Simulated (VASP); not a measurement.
A run of VASP 6.6.1:

Contents of INCAR:

```
PREC = Accurate
ENCUT = 520
EDIFF = 1E-7
ISMEAR = -1
SIGMA = 0.1
LREAL = False
LASPH = True
NELM = 100
ALGO = Fast
ISIF = 2
LWAVE = False
LCHARG = True
GGA = RP
LELF = True
LVHAR = True
NBANDS = 17
```

File KPOINTS:

```
regular mesh
0
Gamma
  7 7 7
```

POSCAR

```
Ca
1.0
    0.0000000000      4.4482212577      4.4482212577
    4.4482212577      0.0000000000      4.4482212577
    4.4482212577      4.4482212577      0.0000000000
Ca
2
Direct
    0.1250000000      0.1250000000      0.1250000000
    0.8750000000      0.8750000000      0.8750000000
```

Potentials or basis: VASP PAW PBE potentials, release 64 (Ca_sv).

Run with:

```bash
$ cat potpaw_PBE.64/Ca_sv/POTCAR > POTCAR
$ mpirun -np 1 vasp_std > vasp.out
```

Hardware: 1 thread of Intel(R) Xeon(R) Platinum 8559C (Emerald Rapids), on a shared host.

Question: How long does it take, and how much memory?

Answer: Run time: 53 s on 1 thread of Intel(R) Xeon(R) Platinum 8559C (Emerald Rapids), with other jobs on the host, peak memory 0.32 GiB. Counts: scf iterations 20, k points 20.
